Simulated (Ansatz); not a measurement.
Crystal: AlNi.

```
Ni Al
1.0
     2.88100    0.00000    0.00000
     0.00000    2.88100    0.00000
     0.00000    0.00000    2.88100
Ni Al
1 1
Direct
  0.50000 0.50000 0.50000
  0.00000 0.00000 0.00000
```

Program: Ansatz 0.2.0. Alike in all runs: spin collinear, ferromagnetic start; cell as given; k mesh 9 × 9 × 9; basis error allowed 0.001 eV/atom.

Order these runs on this cell by their pressure, lowest first.
A. level PBEsol; potentials or basis all-electron LAPW, non-relativistic; cutoff (eV) 255; smearing fermi-dirac 0.05 eV
B. level revPBE; potentials or basis all-electron LAPW, scalar-relativistic; cutoff (eV) 255; smearing fermi-dirac 0.05 eV
C. level PBEsol+U; potentials or basis all-electron LAPW, scalar-relativistic; U Ni d U = 2 eV; cutoff (eV) 255; smearing fermi-dirac 0.05 eV
D. level PBE; potentials or basis all-electron LAPW, scalar-relativistic; cutoff (eV) 255; smearing gaussian 0.027 eV
E. level LDA; potentials or basis all-electron LAPW, scalar-relativistic; cutoff (eV) 256; smearing gaussian 0.1 eV

E (-8.7 GPa), C (-4.0 GPa), A (-1.4 GPa), D (1.9 GPa), B (4.8 GPa).

Caveats: the magnetic state may not be the lowest (some runs); U is the effective U less J, on atomic orbitals that reach past the spheres (some runs); the U is typed as a test and isn't derived for this compound (some runs).

Not every run made on this cell is shown here.
